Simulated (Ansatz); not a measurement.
We consider GeTe (R3m, No. 160, 2 atoms in the cell), described by PBE0 in Ansatz (plane waves, PAW).

Numerical settings: plane-wave cutoff 460 eV, 8×8×8 k mesh, Fermi–Dirac smearing 0.01 eV, scalar-relativistic PAW data made under PBE.

Cell (relaxed at this level):

GeTe has the trigonal space group R3m, hexagonal axes (No. 160), Pearson symbol hR2. Cell: a = b = 4.1741 Å, c = 11.0818 Å, α = β = 90.00°, γ = 120.00°. Ge on 3a has 3 Te at 2.807 Å and 3 Te at 3.300 Å (octahedral). Te on 3a has 3 Ge at 2.807 Å and 3 Ge at 3.300 Å (octahedral). (Neighbours: up to the widest gap in distance over summed covalent radii, below 1.35, at either atom.)
(The calculation used a cell of 2 atoms; values per cell refer to that cell.)

Task: Estimate the band gap, smallest direct gap on the k points sampled and direct gap at Γ that the calculation returns.

Result: 
- band gap = 1.25 eV
- smallest direct gap on the k points sampled = 1.60 eV
- direct gap at Γ = 5.54 eV

Note: the relaxation could not lower the start's symmetry, so the cell can be a saddle point above a distorted one.

Spin–orbit coupling is not included; with these elements it can move the gap by several tenths of an eV or more.

The computed numbers hold no vibrational or temperature effects.

Ansatz is an electronic-structure program.
